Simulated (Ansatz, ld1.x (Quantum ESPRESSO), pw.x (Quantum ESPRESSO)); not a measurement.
Ir (Z = 77) (bcc): variants of one RRKJ potential in the solid

| Property | Result |
| --- | --- |
| Element | iridium |
| Generator | ld1.x (Quantum ESPRESSO) 7.5 |
| Type | norm-conserving RRKJ (Kleinman–Bylander form) |
| Functional | PBE |
| Relativity | scalar-relativistic |
| Frozen core | [Xe] 4f14 |
| Valence charge | 9 |
| Reference configuration | 5d7 6s2 6p0 |
| Partial waves | 6p (bound, empty): rc 2.50 bohr; 5d (bound): rc 1.85 bohr; 6s (bound): rc 2.00 bohr |
| Local potential | the s channel |
| Core correction | none |

Crystal test: bcc Ir in pw.x 7.5, no spin, 15³ k-points, Fermi–Dirac smearing 0.01 Ry, cutoffs set for each file from its atomic test. The reference is all-electron LAPW (Ansatz 0.2.0) with the same functional, mesh and smearing; V0 and B0 come from Birch–Murnaghan fits to the pressures at five volumes. Errors are pseudo minus all-electron; Δ is the rms difference of the E(V) curves that follow from these fits, minima aligned, over ±6 % about the mean V0. Mesh and smearing are coarse, so the numbers serve the comparison and aren't converged zero-temperature values; the lattice is a test structure that the element need not adopt.

All-electron: a0 = 3.113 Å (V0 = 15.09 Å³/atom), B0 = 303.1 GPa.

Base: This is a poor potential for the solid.

2 further variants are left out: they gave no file fit for a test, a broken result, the same result as the base, or pressures whose basis-set error rivals the error shown.

| change | cutoffs (Ry) | pw.x | a0 (Å) | a0 error (%) | B0 error (%) | Δ (meV/atom) | mean pressure error (GPa) |
| --- | --- | --- | --- | --- | --- | --- | --- |
| base | 55/220 | converged | 3.145 | +1.03 | -1.4 | 31.4 | +9.91 |
| core correction a·sin(br)/r model core inside 2.10 bohr | 55/220 | converged | 3.143 | +0.96 | -1.3 | 29.2 | +9.19 |
| wave 5d (bound): rc 1.85 bohr becomes 5d (bound): rc 2.28 bohr | 50/200 | converged | 3.147 | +1.07 | -1.8 | 32.5 | +10.29 |

Problem. Give the row for: wave 6p (bound): rc 2.50 bohr becomes 6p (bound): rc 2.38 bohr.

Solution. pw.x: converged; mean pressure error (GPa): +10.15; a0 (Å): 3.146; a0 error (%): +1.05; B0 error (%): -1.1; Δ (meV/atom): 32.1.
